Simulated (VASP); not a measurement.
Here is a VASP 6.6.1 calculation.

Contents of INCAR:

```
PREC     = Accurate       # precision mode
ENCUT    = 520            # plane-wave cutoff, eV
EDIFF    = 1E-6           # SCF threshold, eV
ISMEAR   = 0              # smearing method
SIGMA    = 0.03           # smearing width, eV
LREAL    = False          # projectors in reciprocal space
LASPH    = True           # aspherical terms in the spheres
NELM     = 80             # most SCF steps
ALGO     = Normal         # electronic algorithm
ISIF     = 2              # what is computed and relaxed
LWAVE    = False          # write WAVECAR
LCHARG   = False          # write CHGCAR
LMAXMIX  = 4              # l up to which the mixer works
METAGGA  = R2SCAN         # meta-GGA
LMIXTAU  = True         
NBANDS   = 18             # bands
KPAR     = 2
```

File KPOINTS:

```
Automatic mesh
0
Gamma
  9 9 5
```

Contents of POSCAR:

```
HfS2                                    
1.0
    3.5993616611      0.0000000000      0.0000000000
   -1.7996808305      3.1171386359      0.0000000000
    0.0000000000      0.0000000000      5.7653282256
  Hf              S             
     1     2
Direct
     1.0000000000000000    0.0000000000000000    0.0000000000000000
     0.6666666699999979    0.3333333300000021    0.7478869556444414
     0.3333333300000021    0.6666666699999979    0.2521130443555586
```

File KPOINTS_OPT:

```
explicit points
213
Reciprocal
 0.0000000000  0.0000000000  0.0000000000 1
 0.0357142857  0.0000000000  0.0000000000 1
 0.0714285714  0.0000000000  0.0000000000 1
 0.1071428571  0.0000000000  0.0000000000 1
 0.1428571429  0.0000000000  0.0000000000 1
 0.1785714286  0.0000000000  0.0000000000 1
[... 205 lines left out ...]
 0.5000000000  0.0000000000  0.0337320400 1
 0.5000000000  0.0000000000 -0.0337320400 1
```

Potentials or basis: VASP PAW PBE potentials, release 64 (Hf_pv, S).

The run is started by

```sh
$ cat potpaw_PBE.64/Hf_pv/POTCAR potpaw_PBE.64/S/POTCAR > POTCAR
$ mpirun -np 2 vasp_std > vasp.out
```

**Question.** What does it give for the band gap on the k mesh?

**Answer.** 1.23 eV, indirect (least direct gap 2.20 eV).

**Question.** Predict the largest force.

**Answer.** 0.214 eV/Å.

**Question.** Predict the band gap along the path.

**Answer.** 1.19 eV, indirect (least direct gap 2.19 eV).

**Question.** What does it give for the pressure?

**Answer.** 1.5 GPa.

Forces in eV/Å, atoms in the order of the input:
```
Hf   0.000  0.000  0.000
S    0.000  0.000  0.214
S    0.000  0.000 -0.214
```

Caveat: the PAW data sets were made with another functional, which shifts forces and pressure a little; spin-orbit coupling is left out, which moves the levels of the heavy elements.

**The experiment to reproduce.**

From “Stress-Tuned Optical Transitions in Layered 1T-MX2 (M=Hf, Zr, Sn; X=S, Se) Crystals”, 2022, pmc:9565717, for a bulk crystal of HfS2: band gap 1.96 eV (indirect).

Against the measured gap of HfS2, 1.96 eV (indirect; quoted in “Stress-Tuned Optical Transitions in Layered 1T-MX2 (M=Hf, Zr, Sn; X=S, Se) Crystals”, 2022, pmc:9565717), the calculated 1.19 eV is off by -0.77 eV. Spin-orbit coupling on Hf is left out. The value is that of r2SCAN, without temperature or zero-point motion. The cell is a database's relaxed one, not the measured one, which moves gaps too.
